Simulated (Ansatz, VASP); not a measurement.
## Si in VASP and in Ansatz

File POSCAR:

```
Si
1.0
    0.0000000000      2.7218511865      2.7218511865
    2.7218511865      0.0000000000      2.7218511865
    2.7218511865      2.7218511865      0.0000000000
Si
2
Direct
    0.7500000000      0.7500000000      0.7500000000
    0.5000000000      0.5000000000      0.5000000000
```

INCAR.step1

```
  PREC = Accurate
  ENCUT = 520
  ISMEAR = -1
  SIGMA = 0.02
  LREAL = False
  LASPH = True
  NELM = 60
  NBANDS = 11
  GGA = PE
  ALGO = Normal
  EDIFF = 1E-4
  LWAVE = True
  LCHARG = False
```

Contents of INCAR.step2:

```
  PREC = Accurate
  ENCUT = 520
  EDIFF = 1E-8
  ISMEAR = -1
  SIGMA = 0.02
  LREAL = False
  LASPH = True
  NELM = 60
  ALGO = Normal
  ISIF = 2
  LWAVE = False
  LCHARG = False
  METAGGA = R2SCAN
  LMIXTAU = True
  LEFG = True
  NBANDS = 11
  ISTART = 1
```

The input KPOINTS:

```
Automatic mesh
0
Gamma
  10 10 10
```

Input for Ansatz:

```yaml
crystal:
  lattice:
    - [0.0, 2.7218511865, 2.7218511865]
    - [2.7218511865, 0.0, 2.7218511865]
    - [2.7218511865, 2.7218511865, 0.0]
  atoms:
    - { symbol: Si, position: [0.75, 0.75, 0.75] }
    - { symbol: Si, position: [0.5, 0.5, 0.5] }
kpoints:
  mp_grid: { grid: [10, 10, 10] }
  band_path:
    path:
      - [0.0, 0.0, 0.0]
      - [0.5, 0.0, 0.5]
      - [0.625, 0.25, 0.625]
      - [0.375, 0.375, 0.75]
      - [0.0, 0.0, 0.0]
      - [0.5, 0.5, 0.5]
      - [0.5, 0.25, 0.75]
      - [0.5, 0.0, 0.5]
    npoints: 8
scf:
  occupations: { method: fermi_dirac, width: 0.02 }
hamiltonian:
  xc: r2scan
  pseudopotentials: { kind: paw }
output:
  forces: true
  stress: true
  eigenvalues: true
  efg: { contact_densities: true }
  populations: true
  bader: true
  dos: { projected: true, de: 0.2, e_range: [-14, 8] }
```

Alike in both runs: task electric field gradients; functional r2SCAN; k mesh 10 × 10 × 10; occupations fermi-dirac, width 0.02 eV; no spin polarisation.

|  | VASP | Ansatz |
| --- | --- | --- |
| version | VASP 6.6.1 | Ansatz 0.2.0 |
| potentials or method | VASP PAW PBE potentials, release 64 (Si) | PAW with Ansatz's default frozen-core files, scalar-relativistic |
| plane-wave cutoff (eV) | 520 | 500 |
| valence electrons in the cell | 8 | 8 |

```csv
,VASP,Ansatz,Ansatz less VASP
gap on the k mesh at the Fermi level (eV),0.79,0.78,-0.015
pressure (GPa),-0.2,0.0,+0.24
Vzz of the field gradient on the site that differs most (V/Å²),0.0,0.0,0.00
```

The functional is the same, so the differences come from potentials, cutoffs and numerics.

Caveats: the PAW data sets were made with another functional, which shifts forces and pressure a little (VASP). A k mesh can miss the band edges. r2SCAN opens gaps a little over a GGA but as a rule still falls short of measured ones.
